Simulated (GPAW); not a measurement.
# PbSe (Clausthalite) (Fm-3m) in GPAW: further runs

Aim: see how the results for PbSe (Clausthalite) move with the level of theory and the settings. Levels: PBE, LDA, PBEsol. Tasks: band structure.

All numbers are computed with GPAW 26.7.0; they aren't measurements. Logs are shortened: lines on timing, memory, paths and dates and some standing lists are left out, and cuts for length are marked. The log counts tension as positive stress, the text compression.

**What was measured.**

A printed reference work, monograph reports, for a bulk crystal of PbSe: band gap 0.28 eV (direct) at 300 K; band gap 0.15 eV (direct) at 4.2 K.

The runs below are set against these values where they give the same quantity.

## (1) The structure

It takes space group Fm-3m (No. 225, cubic). Conventional cell: a = 6.121 Å, b = 6.121 Å, c = 6.121 Å, α = 90.00°, β = 90.00°, γ = 90.00°. Pb (site symmetry m-3m) has 6 Se at 3.06 Å as nearest neighbours. Se (site symmetry m-3m) is surrounded by 6 Pb at 3.06 Å.

## (2) Band structure, PBE, spin-orbit coupling, no magnetisation

The input, run.py:

```python
import numpy as np
from ase.dft.bandgap import bandgap
from ase.io import read, write
from ase.units import GPa
from gpaw import GPAW, PW
from gpaw.spinorbit import soc_eigenstates

atoms = read('POSCAR')

calc = GPAW(mode=PW(600),
            xc='PBE',
            kpts={'size': (6, 6, 6), 'gamma': True},
            occupations={'name': 'fermi-dirac', 'width': 0.05},
            nbands=19,
            convergence={'density': 1e-05, 'energy': 1e-05},
            maxiter=150,
            txt='gpaw.txt')
atoms.calc = calc
energy = atoms.get_potential_energy()
forces = atoms.get_forces()
stress = atoms.get_stress()
calc.write('gs.gpw')
write('result.traj', atoms)
print(f'Energy: {energy:.6f} eV')
print('Forces (eV/A):')
print(forces.round(4))
print('Stress (GPa):', (stress / GPa).round(3))
print('Fermi level:', round(calc.get_fermi_level(), 4), 'eV')
print(f'Gap: {bandgap(calc)[0]:.4f} eV, direct: {bandgap(calc, direct=True)[0]:.4f} eV')

path = atoms.cell.bandpath('GXWKGLUWLK,UX', npoints=100, eps=1e-4)
bs_calc = calc.fixed_density(kpts=path, symmetry='off', nbands=31,
                             convergence={'bands': 'CBM+6.0', 'eigenstates': 1e-6}, txt='bands.txt')
bs = bs_calc.band_structure()
bs.write('bs.json')
print(f'Gap on the path: {bandgap(bs_calc)[0]:.4f} eV')

soc = soc_eigenstates(bs_calc, theta=54.7, phi=45)
np.savetxt('soc_bands.dat', soc.eigenvalues(), fmt='%.4f')
mesh = soc_eigenstates('gs.gpw', theta=54.7, phi=45)
np.savetxt('soc_mesh.dat', mesh.eigenvalues(), fmt='%.4f')
print('Fermi level with spin-orbit coupling:', round(mesh.fermi_level, 4), 'eV')
```

The input, POSCAR:

```
PbSe
1.0
    0.0000000000      3.0606500000      3.0606500000
    3.0606500000      0.0000000000      3.0606500000
    3.0606500000      3.0606500000      0.0000000000
Pb Se
1 1
Direct
    0.0000000000      0.0000000000      0.0000000000
    0.5000000000      0.5000000000      0.5000000000
```

Potentials or basis: GPAW PAW data sets (gpaw-data 1.2.1), pw.

Launch:

```sh
$ OMP_NUM_THREADS=1 python run.py
```

gpaw.txt:

```text
__  _  _
 | _ |_)|_||  |
 |__||  | ||/\| - 26.7.0

Input parameters:
  mode=PW(ecut=600.0),
  convergence={'density': 1e-05, 'energy': 1e-05},
  kpts=MonkhorstPack(size=(6, 6, 6), gamma=True),
  maxiter=150,
  nbands=19,
  occupations=Occupations(name='fermi-dirac', width=0.05),
  xc=XC(name='PBE')

Diagonalizing LCAO Hamiltonian
Converting LCAO to pw mode

                Se

       Pb

Atoms  # Å, Bohr magnetons
|   | symbol |        x |        y |        z |    initial magnetic moments |
|---|--------|----------|----------|----------|-----------------------------|
| 0 |     Pb | 0.000000 | 0.000000 | 0.000000 | ( 0.0000,  0.0000,  0.0000) |
| 1 |     Se | 3.060650 | 3.060650 | 3.060650 | ( 0.0000,  0.0000,  0.0000) |

Unit cell  # Å
| periodic |        x |        y |        z |  lengths |    angles |
|----------|----------|----------|----------|----------|-----------|
|      yes | 0.000000 | 3.060650 | 3.060650 | 4.328413 | 60.000000 |
|      yes | 3.060650 | 0.000000 | 3.060650 | 4.328413 | 60.000000 |
|      yes | 3.060650 | 3.060650 | 0.000000 | 4.328413 | 60.000000 |

Number of symmetries: 48
Symmetry operations  # r_c * U_cc + t_c -> r_c
|    | kind |            matrix            |
|----|------|------------------------------|
|  0 |  σ   |  1, 0, 0,  1, 0,-1,  1,-1, 0 |
|  1 |  C2  |  1, 0, 0,  1,-1, 0,  1, 0,-1 |
|  2 |  E   |  1, 0, 0,  0, 1, 0,  0, 0, 1 |
|  3 |  σ   |  1, 0, 0,  0, 0, 1,  0, 1, 0 |
|  4 |  C4  |  1, 0,-1,  1, 0, 0,  1,-1, 0 |
|  5 |  S6  |  1, 0,-1,  1,-1, 0,  1, 0, 0 |
|  6 |  σ   |  1, 0,-1,  0, 1,-1,  0, 0,-1 |
|  7 |  C3  |  1, 0,-1,  0, 0,-1,  0, 1,-1 |
|  8 |  S6  |  1,-1, 0,  1, 0, 0,  1, 0,-1 |
|  9 |  C4  |  1,-1, 0,  1, 0,-1,  1, 0, 0 |
| 10 |  C3  |  1,-1, 0,  0,-1, 1,  0,-1, 0 |
| 11 |  σ   |  1,-1, 0,  0,-1, 0,  0,-1, 1 |
| 12 |  σ   |  0, 1, 0,  1, 0, 0,  0, 0, 1 |
| 13 |  C4  |  0, 1, 0,  0, 1,-1, -1, 1, 0 |
| 14 |  C3  |  0, 1, 0,  0, 0, 1,  1, 0, 0 |
| 15 |  S6  |  0, 1, 0, -1, 1, 0,  0, 1,-1 |
| 16 |  C2  |  0, 1,-1,  1, 0,-1,  0, 0,-1 |
| 17 |  σ   |  0, 1,-1,  0, 1, 0, -1, 1, 0 |
| 18 |  S4  |  0, 1,-1,  0, 0,-1,  1, 0,-1 |
| 19 |  C4  |  0, 1,-1, -1, 1, 0,  0, 1, 0 |
| 20 |  C3  |  0, 0, 1,  1, 0, 0,  0, 1, 0 |
| 21 |  σ   |  0, 0, 1,  0, 1, 0,  1, 0, 0 |
| 22 |  S6  |  0, 0, 1,  0,-1, 1, -1, 0, 1 |
| 23 |  C4  |  0, 0, 1, -1, 0, 1,  0,-1, 1 |
| 24 |  S4  |  0, 0,-1,  1, 0,-1,  0, 1,-1 |
| 25 |  C3  |  0, 0,-1,  0, 1,-1,  1, 0,-1 |
| 26 |  C2  |  0, 0,-1,  0,-1, 0, -1, 0, 0 |
| 27 |  S6  |  0, 0,-1, -1, 0, 0,  0,-1, 0 |
| 28 |  S4  |  0,-1, 1,  1,-1, 0,  0,-1, 0 |
| 29 |  C4  |  0,-1, 1,  0, 0, 1, -1, 0, 1 |
| 30 |  C2  |  0,-1, 1,  0,-1, 0,  1,-1, 0 |
| 31 |  σ   |  0,-1, 1, -1, 0, 1,  0, 0, 1 |
| 32 |  C3  |  0,-1, 0,  1,-1, 0,  0,-1, 1 |
| 33 |  S6  |  0,-1, 0,  0, 0,-1, -1, 0, 0 |
| 34 |  S4  |  0,-1, 0,  0,-1, 1,  1,-1, 0 |
| 35 |  C2  |  0,-1, 0, -1, 0, 0,  0, 0,-1 |
| 36 |  C2  | -1, 1, 0,  0, 1, 0,  0, 1,-1 |
| 37 |  S6  | -1, 1, 0,  0, 1,-1,  0, 1, 0 |
| 38 |  S4  | -1, 1, 0, -1, 0, 1, -1, 0, 0 |
| 39 |  C3  | -1, 1, 0, -1, 0, 0, -1, 0, 1 |
| 40 |  S6  | -1, 0, 1,  0, 0, 1,  0,-1, 1 |
| 41 |  C2  | -1, 0, 1,  0,-1, 1,  0, 0, 1 |
| 42 |  C3  | -1, 0, 1, -1, 1, 0, -1, 0, 0 |
| 43 |  S4  | -1, 0, 1, -1, 0, 0, -1, 1, 0 |
| 44 |  C2  | -1, 0, 0,  0, 0,-1,  0,-1, 0 |
| 45 |  i   | -1, 0, 0,  0,-1, 0,  0, 0,-1 |
| 46 |  σ   | -1, 0, 0, -1, 1, 0, -1, 0, 1 |
| 47 |  C2  | -1, 0, 0, -1, 0, 1, -1, 1, 0 |

BZ-sampling:
  Number of BZ points: 216
  Number of IBZ points: 16

  Monkhorst-Pack size: [6, 6, 6]
  Monkhorst-Pack shift: [0.08333333333333333, 0.08333333333333333, 0.08333333333333333]

K-points  # in reciprocal-cell coordinates
|     |                                coordinates |     weight |
|-----|--------------------------------------------|------------|
|   0 | (  0.00000000,   0.00000000,   0.00000000) | 0.00462963 |
|   1 | (  0.16666667,   0.16666667,   0.00000000) | 0.02777778 |
|   2 | (  0.16666667,   0.16666667,   0.16666667) | 0.03703704 |
|   3 | (  0.33333333,   0.16666667,   0.16666667) | 0.05555556 |
|   4 | (  0.33333333,   0.33333333,  -0.33333333) | 0.05555556 |
|   5 | (  0.33333333,   0.33333333,   0.00000000) | 0.02777778 |
|   6 | (  0.33333333,   0.33333333,   0.16666667) | 0.11111111 |
|   7 | (  0.33333333,   0.33333333,   0.33333333) | 0.03703704 |
|   8 | (  0.50000000,   0.33333333,  -0.33333333) | 0.11111111 |
|   9 | (  0.50000000,   0.33333333,  -0.16666667) | 0.05555556 |
| ... |                                            |            |
|  15 | (  0.50000000,   0.50000000,   0.50000000) | 0.01851852 |

Plane wave coefficients: 1936
Cutoff: 600.0 eV

Spin-components: 1 (collinear spins)
Bands:           19
Projectors:      11
Spin-degeneracy: 2
Datatype:        complex128

Parallelization:
  kpt:    1
  domain: 1
  band:   1

Density:
  Valence electrons: 20.0
  Components: 1
  Grid points: [25 25 25]
  Charge: 0.0  # |e|

Potential:
  Grid points: [25 25 25]

species:
  Pb:
    name:    Lead
    Z:       82.0
    valence: 14
    core:    68
    charge:  0.0  # [|e|]
    compensation charges:
      type: gauss
      rc: 0.38  # [Å]
      lmax: 2
    cutoffs:
      filter: 2.36  # [Å]
      core: 2.43  # [Å]
    projectors
    | kind |    occ | energy [eV] | rcut [Å] |
    |------|--------|-------------|----------|
    |   6s |  2.000 |     -11.969 |    1.259 |
    |   6p |  2.000 |      -3.506 |    1.275 |
    |   5d | 10.000 |     -21.211 |    1.217 |
    |    s |        |      15.243 |    1.259 |
    |    p |        |      23.705 |    1.275 |
    |    d |        |       6.001 |    1.217 |

    Using partial waves for Pb as LCAO basis

  Se:
    name:    Selenium
    Z:       34.0
    valence: 6
    core:    28
    charge:  0.0  # [|e|]
    compensation charges:
      type: gauss
      rc: 0.27  # [Å]
      lmax: 2
    cutoffs:
      filter: 1.77  # [Å]
      core: 2.67  # [Å]
    projectors
    | kind |    occ | energy [eV] | rcut [Å] |
    |------|--------|-------------|----------|
    |   4s |  2.000 |     -17.277 |    0.847 |
    |   4p |  4.000 |      -6.512 |    1.005 |
    |    s |        |       9.935 |    0.847 |
    |    p |        |      20.699 |    1.005 |
    |    d |        |       0.000 |    0.847 |

    Using partial waves for Se as LCAO basis

Reference energy: -633377.995495  # eV

eigensolver:
  PPCG
  Converge bands: occupied
  niter=2

density mixing:
  MSR1-Mixer
  Pratt-step length: 0.05
  Maximum mixing coefficient: 0.75
  Old densities: 10
  SVD Regularization: 0.005
  Good broyden scale: 1.0
  Trust region scale: 1.0
  Backstep threshold: 4.0
  History deletion threshold: 6.0
  Fourier metric: weight=20.0, sigma=0.015

occupation numbers:
  Fermi-Dirac:
    width: 0.0500  # eV

poisson solver:
  ecut: 4800.0  # eV

xc functional:
  name: PBE with 2 nearest neighbor stencil

convergence criteria:
[... 6 lines left out ...]
|iter     | |      energy | eigst |  dens |
|---------|-|-------------|-------|-------|
|iter:   1| |   -8.652052 | -0.23 |       |
|iter:   2| |   -8.592758 | -2.07 | -1.24 |
|iter:   3| |   -8.400087 | -1.91 | -1.28 |
|iter:   4| |   -8.401720 | -3.77 | -1.90 |
|iter:   5| |   -8.402396 | -4.32 | -2.29 |
|iter:   6| |   -8.402424 | -5.59 | -3.24 |
|iter:   7| |   -8.402427c| -6.71 | -3.76 |
|iter:   8| |   -8.402428c| -7.67c| -4.48 |
|iter:   9| |   -8.402428c| -7.78c| -5.25c|

Converged in 9 steps
Energy contributions relative to reference atoms: (reference = -633377.995495)

Energy contributions:
  Kinetic:          19.843117
  Coulomb:         -19.988498
  Zero:             -0.062259
  External:          0.000000
  Xc:               -8.194268
  Entropy:          -0.001039
  Spinorbit:         0.000000
  ----------------------------
  Free energy:      -8.402947
  Extrapolated:     -8.402428

dipole moment: (-25.872273, -25.872273, -25.872273)  # |e|*Ang

Fermi level: 6.261
Eigenvalues  # (at kpt = [0.000, 0.000, 0.000])
| band index |      eig [eV] | occ [0-2] |
|------------|---------------|-----------|
|          0 |       -10.722 |     2.000 |
|        ... |               |           |
|          2 |       -10.720 |     2.000 |
|          3 |       -10.720 |     2.000 |
|          4 |       -10.720 |     2.000 |
|          5 |        -7.480 |     2.000 |
|          6 |        -0.129 |     2.000 |
|          7 |         4.212 |     2.000 |
[... 9 lines left out ...]
|         17 |        14.529 |     0.000 |
|         18 |        15.111 |     0.000 |

Gap: 0.243 eV
Transition (v -> c):
  (s=0, k=15, n=9, [0.50, 0.50, 0.50]) -> (s=0, k=15, n=10, [0.50, 0.50, 0.50])
No difference between direct/indirect transitions

Forces  # eV/Ang
|        x |        y |       z |
|----------|----------|---------|
| -0.00000 | -0.00000 | 0.00000 |  # Pb   0
| -0.00000 |  0.00000 | 0.00000 |  # Se   1

Stress tensor  # eV/Ang^3
|         x |         y |         z |
|-----------|-----------|-----------|
| -0.013433 |  0.000000 |  0.000000 |
|  0.000000 | -0.013433 | -0.000000 |
|  0.000000 | -0.000000 | -0.013433 |

# Writing to gs.gpw (mode='')
```

Wall time 66 s (1 thread of Arm Neoverse V1, shared host); peak memory 0.34 GiB.

What came out:

* Free energy: -8.4029 eV
* Pressure: 2.2 GPa
* Band gap on the k mesh: 0.40 eV, direct
* Band gap along the path: 0.44 eV, indirect (least direct gap 0.47 eV)

Levels at the corners of the path, in eV from the valence-band top:
```
point  band 18  band 19  band 20  band 21  band 22  band 23
    Γ    -1.27    -1.27    -1.27     3.14     3.14     6.07
    X    -3.17    -2.59    -2.59     4.10     4.10     4.73
    W    -3.74    -0.39    -0.39     2.00     2.00     5.26
    K    -2.51    -1.89    -1.89     3.26     3.26     4.57
    Γ    -1.27    -1.27    -1.27     3.14     3.14     6.07
    L    -0.97    -0.03    -0.03     0.44     0.44     1.79
    U    -2.51    -1.89    -1.89     3.26     3.26     4.57
    W    -3.74    -0.39    -0.39     2.00     2.00     5.26
    L    -0.97    -0.03    -0.03     0.44     0.44     1.79
    K    -2.51    -1.89    -1.89     3.26     3.26     4.57
    U    -2.51    -1.89    -1.89     3.26     3.26     4.57
    X    -3.17    -2.59    -2.59     4.10     4.10     4.73
```

Caveat: spin-orbit coupling was added after a scalar SCF, so levels and gaps hold it while energy, forces, pressure and moments don't; this program's spin-orbit splittings come out too wide for heavy elements.

[end of part 1 of 3]
